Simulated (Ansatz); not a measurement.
**HfC: changing the Hubbard U on Hf d**

Symmetry: Fm-3m, No. 225, cubic system. The conventional cell has a = 4.650 Å, b = 4.650 Å, c = 4.650 Å, α = 90.00°, β = 90.00°, γ = 90.00°. Hf (site symmetry m-3m) has 6 C at 2.33 Å as nearest neighbours. C (site symmetry m-3m) has 6 Hf at 2.33 Å as nearest neighbours.

Kept alike: task projected density of states; functional PBEsol; k mesh 10 × 10 × 10; occupations fermi-dirac, width 0.05 eV; no spin polarisation. Program: Ansatz, Ansatz PAW, cutoff 420 eV. The mesh is that of the run's cell of 2 atoms. No spin-orbit coupling.

| Hubbard U on Hf d, U (eV) | pressure (GPa) |
| --- | --- |
| 0 | -6.52 |
| 1 | -4.96 |
| 2 | -3.28 |
| 3 | -1.51 |
| 4 | 0.39 |
| 5 | 2.43 |
| 6 | 4.65 |
| 8 | 9.75 |

Pressure is positive in compression, with a Pulay correction for the finite cutoff. U acts here on a shell without spin polarisation. For a metal such a mesh leaves the last digits unconverged. How U acts hangs on the program's projectors. All rows use potentials made for PBE. U is the effective U - J on orthogonalised atomic projectors. Double counting: fully localised limit (the default).

Problem. What does the Hubbard U on Hf d change here?

Solution. The pressure rises from -6.52 to 9.75 GPa between 0 and 8 eV. U localises the shell and weakens its bonds, so the cell pushes outwards.
